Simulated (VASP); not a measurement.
# MgS: band structure with HSE03

Crystal: MgS.

```
S Mg
1.0
     4.03462    0.00000    0.00000
    -2.01731    3.49409    0.00000
     0.00000    0.00000    6.43229
S Mg
2 2
Direct
  0.66667 0.33333 0.87924
  0.33333 0.66667 0.37924
  0.33333 0.66667 0.99575
  0.66667 0.33333 0.49575
```

The cell comes from a database or a generator and needn't be the stable form of this composition.

```json
{
 "Program": "VASP 6.6.1",
 "Task": "band structure",
 "Functional": "HSE03",
 "Potentials or basis": "VASP PAW PBE potentials, release 64 (S, Mg)",
 "Cutoff": "520 eV",
 "k mesh": "6 × 6 × 4",
 "Occupations": "gaussian, width 0.02 eV",
 "Spin": "no spin polarisation",
 "Ladder": "gaps",
 "Grid for exact exchange (PRECFOCK)": "Fast",
 "Further INCAR settings": "ALGO = Normal; EDIFF = 1e-06"
}
```

| Item | Value |
| --- | --- |
| Pressure | -0.1 GPa |
| Largest force | 0.053 eV/Å |
| Band gap on the k mesh | 4.28 eV, direct |
| Band gap along the path | 4.28 eV, direct |

Forces on the atoms (eV/Å):
```
S    0.000  0.000 -0.053
S    0.000  0.000 -0.053
Mg   0.000  0.000  0.053
Mg   0.000  0.000  0.053
```

Stress tensor (GPa, compression positive):
```
 0.02  0.00  0.00
 0.00  0.02  0.00
 0.00  0.00 -0.19
```

Levels at the corners of the path, in eV from the valence-band top:
| point | band 6 | band 7 | band 8 | band 9 | band 10 | band 11 |
| --- | --- | --- | --- | --- | --- | --- |
| Γ | -0.17 | -0.17 | 0.00 | 4.28 | 5.54 | 8.42 |
| M | -1.34 | -0.98 | -0.51 | 5.53 | 6.03 | 6.69 |
| M | -1.34 | -0.98 | -0.51 | 5.53 | 6.03 | 6.69 |
| K | -1.46 | -1.43 | -1.43 | 5.64 | 7.91 | 8.30 |
| K | -1.46 | -1.43 | -1.43 | 5.64 | 7.91 | 8.30 |
| Γ | -0.17 | -0.17 | 0.00 | 4.28 | 5.54 | 8.42 |
| Γ | -0.17 | -0.17 | 0.00 | 4.28 | 5.54 | 8.42 |
| A | -0.41 | -0.41 | -0.41 | 5.78 | 5.78 | 8.57 |
| A | -0.41 | -0.41 | -0.41 | 5.78 | 5.78 | 8.57 |
| L | -0.97 | -0.86 | -0.86 | 5.46 | 5.46 | 7.18 |
| L | -0.97 | -0.86 | -0.86 | 5.46 | 5.46 | 7.18 |
| H | -2.12 | -0.57 | -0.57 | 6.66 | 6.66 | 7.25 |
| H | -2.12 | -0.57 | -0.57 | 6.66 | 6.66 | 7.25 |
| A | -0.41 | -0.41 | -0.41 | 5.78 | 5.78 | 8.57 |
| L | -0.97 | -0.86 | -0.86 | 5.46 | 5.46 | 7.18 |
| M | -1.34 | -0.98 | -0.51 | 5.53 | 6.03 | 6.69 |
| K | -1.46 | -1.43 | -1.43 | 5.64 | 7.91 | 8.30 |
| H | -2.12 | -0.57 | -0.57 | 6.66 | 6.66 | 7.25 |

It took 24 min on 4 MPI ranks on Intel(R) Xeon(R) Platinum 8488C (Sapphire Rapids) (shared host), peak memory 0.44 GiB a rank.

Caveat: the PAW data sets were made with another functional, which shifts forces and pressure a little.
